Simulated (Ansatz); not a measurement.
# La2O3: stress in a strained cell

La2O3 is deformed so: equal xx and yy strain of -2 %. What stress and forces result, by LAPW, PAW and all-electron datasets made for the crystal?

Method: DFT PBEsol, scalar-relativistic, in Ansatz 0.2.0.

## 1. The starting structure

The structure is trigonal, space group P321 (No. 150). The conventional cell has a = 3.930 Å, b = 3.930 Å, c = 6.120 Å, α = 90.00°, β = 90.00°, γ = 120.00°. Around La (site symmetry 3) lie 3 O at 2.14 Å. Around O (site symmetry 2) lie 2 O at 1.70 Å and 2 La at 2.14 Å.

As a file:

```
CELL_PARAMETERS angstrom
3.93000 0.00000 0.00000
-1.96500 3.40348 0.00000
0.00000 0.00000 6.12000
ATOMIC_POSITIONS crystal
La 0.33333 0.66667 0.25000
La 0.66667 0.33333 0.75000
O 0.25000 0.25000 0.00000
O 0.75000 0.00000 0.00000
O 0.00000 0.75000 0.00000
```

Atoms are numbered in the order of the input: La1, La2, O3, O4, O5.

## 2. The deformed structure

Space group P321 before, P321 after.

## 3. All-electron LAPW

Input file input.yaml:

```yaml
crystal:
  lattice:
    - [3.8514000692, 0.0, 0.0]
    - [-1.9257000346, 3.3354103, 0.0]
    - [0.0, 0.0, 6.12]
  atoms:
    - { symbol: La, position: [0.3333333333, 0.6666666667, 0.25] }
    - { symbol: La, position: [0.6666666667, 0.3333333333, 0.75] }
    - { symbol: O, position: [0.25, 0.25, 0.0] }
    - { symbol: O, position: [0.75, 0.0, 0.0] }
    - { symbol: O, position: [0.0, 0.75, 0.0] }
kpoints:
  mp_grid: { grid: [6, 6, 4] }
  band_path:
    path:
      - [0.0, 0.0, 0.0]
      - [0.5, 0.0, 0.0]
      - [0.3333333333, 0.3333333333, 0.0]
      - [0.0, 0.0, 0.0]
      - [0.0, 0.0, 0.5]
      - [0.5, 0.0, 0.5]
      - [0.3333333333, 0.3333333333, 0.5]
      - [0.0, 0.0, 0.5]
      - [0.5, 0.0, 0.5]
    npoints: 5
scf:
  occupations: { method: fermi_dirac, width: 0.02 }
hamiltonian:
  xc: pbesol
  pseudopotentials: { kind: all_electron, lapw: { basis_error: 0.001 } }
output:
  forces: true
  stress: true
  eigenvalues: true
```

On the command line:

```sh
$ ansatz run input.yaml --threads 2 --pin off --max-ram 8192MiB --backend cpu --events-out ev --progress --plain --runs-dir out
```

## 4. PAW on the default files

Input file input.yaml:

```yaml
crystal:
  lattice:
    - [3.8514000692, 0.0, 0.0]
    - [-1.9257000346, 3.3354103, 0.0]
    - [0.0, 0.0, 6.12]
  atoms:
    - { symbol: La, position: [0.3333333333, 0.6666666667, 0.25] }
    - { symbol: La, position: [0.6666666667, 0.3333333333, 0.75] }
    - { symbol: O, position: [0.25, 0.25, 0.0] }
    - { symbol: O, position: [0.75, 0.0, 0.0] }
    - { symbol: O, position: [0.0, 0.75, 0.0] }
kpoints:
  mp_grid: { grid: [6, 6, 4] }
scf:
  occupations: { method: fermi_dirac, width: 0.02 }
hamiltonian:
  xc: pbesol
  pseudopotentials: { kind: paw }
output:
  forces: true
  stress: true
  eigenvalues: true
  efg: { contact_densities: true }
  write_density: true
  write_potential: true
  elf: true
  volumetric_format: npy
```

## 5. All-electron PAW on datasets made for the crystal

input.yaml: that of step 4 with these lines changed.

```diff
@@ -17,3 +17,3 @@
   xc: pbesol
-  pseudopotentials: { kind: paw }
+  pseudopotentials: { kind: all_electron, datasets: crystal }
 output:
@@ -23,5 +23 @@
   efg: { contact_densities: true }
-  write_density: true
-  write_potential: true
-  elf: true
-  volumetric_format: npy
```

(Steps that only read results are left out.)

Before running it: what results should come out? Wanted: pressure; largest shear or deviatoric stress.

The runs gave:

| quantity | value |
| --- | --- |
| pressure | LAPW 44.70, PAW 44.81, crystal datasets 44.70 GPa |
| largest shear or deviatoric stress (LAPW) | 23.90 GPa |

What this shows: The largest part of the stress beyond the pressure is 23.90 GPa in size, in the zz component; the atoms are carried along and not relaxed. No run of the undeformed cell stands beside it, so the pressure holds what the given cell had before the change. PAW: stress within 0.12 GPa of LAPW, forces within 31 meV/Å. Crystal datasets: stress within 0.01 GPa of LAPW, forces within 1 meV/Å. Spin-orbit coupling is left out, though the cell holds La; in elements this heavy it can shift bands and gaps by tenths of an eV.
